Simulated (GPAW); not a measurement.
Write an ASE script for GPAW 26.7.0 that does the following.

```
Task                : band structure
Functional          : LDA
Potentials or basis : PAW data sets generated in the run's folder for this functional
Cutoff              : 600 eV
Basis               : pw
k mesh              : 6 × 6 × 4
Occupations         : fermi-dirac, width 0.05 eV
Spin                : no spin polarisation
Maxiter             : 150
Band path           : GMKGALHA,LM,KH
Band points         : 100
```

The structure of PtSe2 (Sudovikovite) lies in POSCAR:

```
PtSe2
1.0
    3.7240000000      0.0000000000      0.0000000000
   -1.8620000000      3.2250786037      0.0000000000
    0.0000000000      0.0000000000      5.0620000000
Pt Se
1 2
Direct
    0.0000000000      0.0000000000      0.0000000000
    0.6666666667      0.3333333333      0.7500000000
    0.3333333333      0.6666666667      0.2500000000
```

One way to write it, as run:

run.py

```python
from ase.dft.bandgap import bandgap
from ase.io import read, write
from ase.units import GPa
from gpaw import GPAW, PW, setup_paths

setup_paths.insert(0, '.')

atoms = read('POSCAR')

calc = GPAW(mode=PW(600),
            xc='LDA',
            kpts={'size': (6, 6, 4), 'gamma': True},
            occupations={'name': 'fermi-dirac', 'width': 0.05},
            nbands=26,
            convergence={'density': 1e-05, 'energy': 1e-05},
            maxiter=150,
            txt='gpaw.txt')
atoms.calc = calc
energy = atoms.get_potential_energy()
forces = atoms.get_forces()
stress = atoms.get_stress()
calc.write('gs.gpw')
write('result.traj', atoms)
print(f'Energy: {energy:.6f} eV')
print('Forces (eV/A):')
print(forces.round(4))
print('Stress (GPa):', (stress / GPa).round(3))
print('Fermi level:', round(calc.get_fermi_level(), 4), 'eV')
print(f'Gap: {bandgap(calc)[0]:.4f} eV, direct: {bandgap(calc, direct=True)[0]:.4f} eV')

path = atoms.cell.bandpath('GMKGALHA,LM,KH', npoints=100, eps=1e-4)
bs_calc = calc.fixed_density(kpts=path, symmetry='off', nbands=41,
                             convergence={'bands': 'CBM+6.0', 'eigenstates': 1e-6}, txt='bands.txt')
bs = bs_calc.band_structure()
bs.write('bs.json')
print(f'Gap on the path: {bandgap(bs_calc)[0]:.4f} eV')
```

Potentials or basis: PAW data sets generated in the run's folder for this functional, pw.

Run with:

```console
$ gpaw-setup -f LDA Pt Se
$ OMP_NUM_THREADS=1 python run.py
```

It gave:

- Pressure: -0.7 GPa
- Largest force: 0.186 eV/Å
- Band gap along the path: none (metal or under the smearing width)

Caveat: spin-orbit coupling is left out, which moves the levels of the heavy elements.

Wall time 120 s on 1 thread of Arm Neoverse V1, with other jobs on the host, peak memory 0.38 GiB.
